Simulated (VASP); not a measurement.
# BN: molecular dynamics at constant energy

BN, Fmm2 (no. 42), 8 atoms in the cell. PBE, molecular dynamics; PAW potentials N, B (PBE set).

Ensemble: NVE; Starting temperature (K): 1600.

## Input

INCAR:
```
ALGO = Normal
EDIFF = 1E-6
ENCUT = 400
GGA = PE
IBRION = 0
ISIF = 2
ISMEAR = 0
ISYM = 0
KPAR = 2
LASPH = True
LCHARG = False
LREAL = Auto
LWAVE = False
MDALGO = 2
NELM = 60
NELMIN = 4
NSW = 60
POTIM = 1.0
PREC = Normal
RANDOM_SEED = 45679 0 0
SIGMA = 0.05
SMASS = -3
TEBEG = 1600
```

KPOINTS:
```
k-points
0
Gamma
  4 2 3
```

POSCAR:
```
BN
1.0
    2.5032642000      0.0000000000      0.0000000000
    0.0000000000      6.9906316600      0.0000000000
    0.0000000000      0.0000000000      4.3321824800
N B
4 4
Direct
    0.5000000000      0.0000000000      0.1666513400
    0.5000000000      0.5000000000      0.6666513400
    0.0000000000      0.0000000000      0.6666513400
    0.0000000000      0.5000000000      0.1666513400
    0.5000000000      0.0000000000      0.5000486500
    0.5000000000      0.5000000000      0.0000486500
    0.0000000000      0.0000000000      0.0000486500
    0.0000000000      0.5000000000      0.5000486500
```

Commands:
```
cat potpaw_PBE.64/N/POTCAR potpaw_PBE.64/B/POTCAR > POTCAR
mpirun -np 2 vasp_std > vasp.out
```

## Result

- Rise of the mean potential energy above the start (meV/atom): 83.3
- Mean temperature (K): 872
- Electronic steps per ionic step after the first: 5.0

Course of the run:

| Time (fs) | Temperature (K) | Potential energy less the first (meV/atom) |
|---|---|---|
| 1 | 1601 | 0.0 |
| 6 | 731 | 99.7 |
| 10 | 501 | 125.7 |
| 15 | 977 | 71.0 |
| 19 | 633 | 110.4 |
| 24 | 815 | 89.8 |
| 28 | 1344 | 29.4 |
| 33 | 804 | 91.2 |
| 37 | 588 | 115.6 |
| 42 | 718 | 100.6 |
| 46 | 683 | 104.7 |
| 51 | 952 | 74.1 |
| 55 | 1113 | 55.9 |
| 60 | 1106 | 56.8 |

The mean temperature lies below the starting 1600 K, since the atoms start on their sites and part of their kinetic energy turns into potential energy.

REPORT:
```
MDALGO =   2
               SCALING =       0
                 CNEXP =     9.000   14.000
           RANDOM_SEED =             45679                0                0

   original number of atomic DOF:         21
   number of independent constraints:      0
   number of active DOF:                  21

========================================
         MD step No.       1
========================================

  Atomic velocities initialized by STEP_tb

  >Energies
                    E_tot             E_pot             E_kin               EPS                ES
   e_b>   -0.68843150E+02   -0.70291949E+02    0.14487997E+01    0.00000000E+00    0.00000000E+00

  >Temperature
               T_sim     T_inst
   tmprt>   1600.000   1601.192

  >Thermostat:
           s(n+1) sdot(n+1)      s(n)   sdot(n)        Qs
   s_b>   0.00000   0.00000   0.00000   0.00000  -3.00000

           RANDOM_SEED =             45679               48                0

[... steps left out ...]

========================================
         MD step No.      60
========================================

  >Energies
                    E_tot             E_pot             E_kin               EPS                ES
   e_b>   -0.68837631E+02   -0.69837922E+02    0.10002907E+01    0.00000000E+00    0.00000000E+00

  >Temperature
               T_sim     T_inst
   tmprt>   1600.000   1105.507

  >Thermostat:
           s(n+1) sdot(n+1)      s(n)   sdot(n)        Qs
   s_b>   0.00000   0.00000   0.00000   0.00000  -3.00000

           RANDOM_SEED =             45679               48                0
```

OSZICAR:
```
N       E                     dE             d eps       ncg     rms          rms(c)
DAV:   1     0.131657198665E+03    0.13166E+03   -0.14491E+04   588   0.116E+03
DAV:   2    -0.683747676551E+02   -0.20003E+03   -0.19143E+03   835   0.274E+02
DAV:   3    -0.774014549982E+02   -0.90267E+01   -0.89846E+01   703   0.652E+01
DAV:   4    -0.775247312559E+02   -0.12328E+00   -0.12319E+00   713   0.819E+00
DAV:   5    -0.775272948814E+02   -0.25636E-02   -0.25634E-02   708   0.114E+00    0.159E+01
DAV:   6    -0.710777785912E+02    0.64495E+01   -0.18305E+01   648   0.255E+01    0.748E+00
DAV:   7    -0.704630316198E+02    0.61475E+00   -0.92561E-01   693   0.604E+00    0.455E+00
DAV:   8    -0.702926033926E+02    0.17043E+00   -0.62861E-01   688   0.468E+00    0.510E-01
DAV:   9    -0.702896106823E+02    0.29927E-02   -0.20060E-02   683   0.944E-01    0.248E-01
DAV:  10    -0.702917158490E+02   -0.21052E-02   -0.24684E-03   688   0.333E-01    0.562E-02
DAV:  11    -0.702919669736E+02   -0.25112E-03   -0.50476E-04   653   0.148E-01    0.445E-02
DAV:  12    -0.702919487382E+02    0.18235E-04   -0.11862E-04   693   0.676E-02    0.591E-03
[... left out ...]
     59 T=  1102. E= -.68837010E+02 F= -.69834397E+02 E0= -.69834397E+02  EK= 0.99739E+00 SP= 0.00E+00 SK= 0.00E+00
[... last step whole ...]
       N       E                     dE             d eps       ncg     rms          rms(c)
DAV:   1    -0.698376529290E+02   -0.32558E-02   -0.44643E-03   839   0.235E+00    0.351E-02
DAV:   2    -0.698379291699E+02   -0.27624E-03   -0.28093E-03   678   0.381E-01    0.271E-02
DAV:   3    -0.698379258530E+02    0.33169E-05   -0.22824E-05   713   0.358E-02    0.196E-02
DAV:   4    -0.698379220223E+02    0.38307E-05   -0.17043E-05   713   0.323E-02    0.685E-03
DAV:   5    -0.698379220678E+02   -0.45555E-07   -0.22973E-06   591   0.113E-02
     60 T=  1106. E= -.68837631E+02 F= -.69837922E+02 E0= -.69837922E+02  EK= 0.10003E+01 SP= 0.00E+00 SK= 0.00E+00
```

Limits: 60 fs of 8 atoms are too short for converged averages; the cell is only 2.5 Å across, so each atom moves in step with near copies of itself.

VASP 6.6.1 took 150 s on 2 cores (Intel Xeon Platinum 8488C (Sapphire Rapids)), a shared host.
